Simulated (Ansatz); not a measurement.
# BN: response to strain

BN is deformed so: zz strain of -1 %. What stress and forces result, by LAPW, PAW and all-electron datasets made for the crystal?

Method: DFT PBEsol, scalar-relativistic, in Ansatz 0.2.0.

2 further runs of the same task are left out: 2 set aside as unsound or not needed.

## 1. The structure to begin with

Symmetry: F-43m, No. 216, cubic system. Conventional cell: a = 3.615 Å, b = 3.615 Å, c = 3.615 Å, α = 90.00°, β = 90.00°, γ = 90.00°. B (site symmetry -43m) is surrounded by 4 N at 1.57 Å. N (site symmetry -43m) has 4 B at 1.57 Å as nearest neighbours.

As a file:

```
CELL_PARAMETERS angstrom
0.00000 1.80750 1.80750
1.80750 0.00000 1.80750
1.80750 1.80750 0.00000
ATOMIC_POSITIONS crystal
B 0.00000 0.00000 0.00000
N 0.75000 0.75000 0.75000
```

Atoms are numbered in the order of the input: B1, N2.

## 2. After the deformation

Space group F-43m before, I-4m2 after.

## 3. LAPW, all electrons

The input, input.yaml:

```yaml
crystal:
  lattice:
    - [0.0, 1.8075, 1.789425]
    - [1.8075, 0.0, 1.789425]
    - [1.8075, 1.8075, 0.0]
  atoms:
    - { symbol: B, position: [0.0, 0.0, 0.0] }
    - { symbol: "N", position: [0.75, 0.75, 0.75] }
kpoints:
  mp_grid: { grid: [13, 13, 13] }
  band_path:
    path:
      - [0.0, 0.0, 0.0]
      - [0.0, 0.5, 0.5]
      - [0.25, 0.75, 0.5]
      - [0.0, 0.5, 0.0]
      - [0.0, 0.0, 0.0]
      - [0.5, 0.5, 0.0]
      - [0.3775380063, 0.6224619937, 0.0]
      - [-0.3775380063, 0.3775380063, 0.0]
      - [0.0, 0.0, 0.0]
    npoints: 5
scf:
  occupations: { method: fermi_dirac, width: 0.03 }
hamiltonian:
  xc: pbesol
  pseudopotentials: { kind: all_electron, lapw: { basis_error: 0.001 } }
output:
  forces: true
  stress: true
  eigenvalues: true
```

Run with:

```console
$ ansatz run input.yaml --threads 1 --pin off --max-ram 3072MiB --backend cpu --events-out ev --progress --plain --runs-dir out
```

## 4. Frozen-core PAW

The input, input.yaml:

```yaml
crystal:
  lattice:
    - [0.0, 1.8075, 1.789425]
    - [1.8075, 0.0, 1.789425]
    - [1.8075, 1.8075, 0.0]
  atoms:
    - { symbol: B, position: [0.0, 0.0, 0.0] }
    - { symbol: "N", position: [0.75, 0.75, 0.75] }
kpoints:
  mp_grid: { grid: [13, 13, 13] }
scf:
  occupations: { method: fermi_dirac, width: 0.03 }
hamiltonian:
  xc: pbesol
  pseudopotentials: { kind: paw }
output:
  forces: true
  stress: true
  eigenvalues: true
  efg: { contact_densities: true }
  write_density: true
  write_potential: true
  elf: true
  volumetric_format: npy
```

## 5. Datasets made for this crystal

Changes to input.yaml since step 4:

```diff
@@ -14,3 +14,3 @@
   xc: pbesol
-  pseudopotentials: { kind: paw }
+  pseudopotentials: { kind: all_electron, datasets: crystal }
 output:
@@ -20,5 +20 @@
   efg: { contact_densities: true }
-  write_density: true
-  write_potential: true
-  elf: true
-  volumetric_format: npy
```

(Steps that only read results are left out.)

What does the calculation give? Wanted: pressure; largest shear or deviatoric stress.

As calculated:

| quantity | value |
| --- | --- |
| pressure | LAPW 0.91, PAW 0.89, crystal datasets 0.91 GPa |
| largest shear or deviatoric stress (LAPW) | 4.05 GPa |

In words: Against the undeformed cell the largest change of stress is +7.88 GPa, in the zz component, with the atoms carried along and not relaxed. PAW: stress within 0.03 GPa of LAPW. Crystal datasets: stress within 0.01 GPa of LAPW.
